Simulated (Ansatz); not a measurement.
# ZnO: the cost of one run

Method: DFT LDA, scalar-relativistic, plane waves, PAW, in Ansatz 0.2.0.

**1. The starting structure**

Symmetry: Fm-3m, No. 225, cubic system. Conventional cell: a = 4.339 Å, b = 4.339 Å, c = 4.339 Å, α = 90.00°, β = 90.00°, γ = 90.00°. Zn (site symmetry m-3m) has 6 O at 2.17 Å as nearest neighbours. O (site symmetry m-3m) is surrounded by 6 Zn at 2.17 Å.

Coordinates:

```
Zn O
1.0
     0.00000    2.16944    2.16944
     2.16944    0.00000    2.16944
     2.16944    2.16944    0.00000
Zn O
1 1
Direct
  0.00000 0.00000 0.00000
  0.50000 0.50000 0.50000
```

It goes back to an entry of the Materials Project, which need not be the stable form.

The cell is taken as given, not relaxed at this level.

**2. The reference cell**

Reference values: F = -3801.6625 eV; pressure -15.01 GPa; largest force 0.000 eV/Å; gap on the mesh 0.68 eV. It was computed beforehand with the settings of the runs below.

**3. Next: a strain scan**

The cell is strained by ε times the Voigt pattern (0, 0, 0, 0, 1, 0) (xx, yy, zz, yz, xz, xy; engineering shear), with fractional coordinates fixed (clamped ions). The stress on the pattern is the sum of the stress components weighted by it, tension positive.

**4. At ε = -0.0600**

The input, input.yaml:

```yaml
crystal:
  lattice:
    - [-0.06508326, 2.169442, 2.169442]
    - [2.10435874, 0.0, 2.10435874]
    - [2.169442, 2.169442, -0.06508326]
  atoms:
    - { symbol: Zn, position: [0.0, 0.0, 0.0] }
    - { symbol: O, position: [0.5, 0.5, 0.5] }
basis:
  ecutwfc: 420
kpoints:
  mp_grid: { grid: [12, 12, 12] }
hamiltonian:
  xc: lda
scf:
  occupations: { method: gaussian, width: 0.05 }
output:
  forces: true
  stress: true
  eigenvalues: true
```

Q: Estimate wall time and peak memory on 1 thread of an Arm CPU, shared host.

About 4 s, with a peak of 0.34 GiB.
